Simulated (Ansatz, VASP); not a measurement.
**Two plane-wave programs on CdS (Hawleyite)**

```
Cd S
1.0
     0.00000    2.92017    2.92017
     2.92017    0.00000    2.92017
     2.92017    2.92017    0.00000
Cd S
1 1
Direct
  0.00000 0.00000 0.00000
  0.25000 0.25000 0.25000
```

Alike in both runs: task relaxation of the atoms; functional r2SCAN; k mesh 8 × 8 × 8; occupations fermi-dirac, width 0.02 eV; no spin polarisation.

|  | VASP | Ansatz |
| --- | --- | --- |
| version | VASP 6.6.1 | Ansatz 0.2.0 |
| potentials or method | VASP PAW PBE potentials, release 64 (Cd, S) | PAW plane waves |
| plane-wave cutoff (eV) | 520 | 500 |
| valence electrons in the cell | 18 | 26 |

```csv
,VASP,Ansatz,Ansatz less VASP
"gap on the k mesh at the Fermi level, each at its own relaxed structure (eV)",1.58,1.58,-0.001
```

The two sets of potentials don't hold the same shells in valence. Ansatz warned: «stress_scf_threshold_loose».

Caveats: the relaxation stopped at its first step, so nothing moved; the PAW data sets were made with another functional, which shifts forces and pressure a little (VASP). r2SCAN opens gaps a little over a GGA but as a rule still falls short of measured ones.
